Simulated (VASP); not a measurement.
TePb: electric field gradients with PBE

**Measured values to compare with.**

From a printed reference work, monograph, for a bulk crystal of TePb at 4.2 K: band gap 0.19 eV (direct).

TePb:

```
Te Pb
1.0
     0.00000    3.22700    3.22700
     3.22700    0.00000    3.22700
     3.22700    3.22700    0.00000
Te Pb
1 1
Cartesian
  3.2270 3.2270 3.2270
  0.0000 0.0000 0.0000
```

- Program: VASP 6.6.1
- Task: electric field gradients
- Functional: PBE
- Potentials or basis: VASP PAW PBE potentials, release 64 (Te, Pb_d)
- Cutoff: 520 eV
- k mesh: 10 × 10 × 10
- Occupations: fermi-dirac, width 0.03 eV
- Spin: no spin polarisation
- Dipole correction: no
- Further INCAR settings: ALGO = Normal; EDIFF = 1e-08; NBANDS = 17

| Quantity | Value |
| --- | --- |
| Pressure | 2.3 GPa |
| Band gap on the k mesh | 0.73 eV, direct |

Levels at points of the mesh, in eV from the valence-band top:
```tsv
k point	band 7	band 8	band 9	band 10	band 11	band 12	band 13	band 14
(0.00, 0.00, 0.00)	-5.59	-1.36	-1.36	-1.36	4.08	4.08	4.08	5.79
(0.50, 0.00, 0.00)	-8.61	-0.90	-0.90	0.00	0.73	1.26	1.26	8.39
(0.50, 0.50, 0.00)	-7.30	-4.53	-2.82	-2.82	3.27	5.49	5.49	6.73
```

It took 42 s on 1 thread of Intel(R) Xeon(R) Platinum 8488C (Sapphire Rapids), with other jobs on the host, peak memory 0.23 GiB.

A measured gap of TePb is 0.19 eV (direct; 4.2 K; a printed reference work, monograph); the calculated 0.73 eV misses it by +0.54 eV. Spin-orbit coupling on Pb, Te is left out. The value is that of PBE on a finite k mesh, which can miss the band edges, without temperature or zero-point motion.

Caveat: without QUAD_EFG the Cq values of the log hold for a quadrupole moment of 1 mb, not for the nuclei; spin-orbit coupling is left out, which moves the levels of the heavy elements.
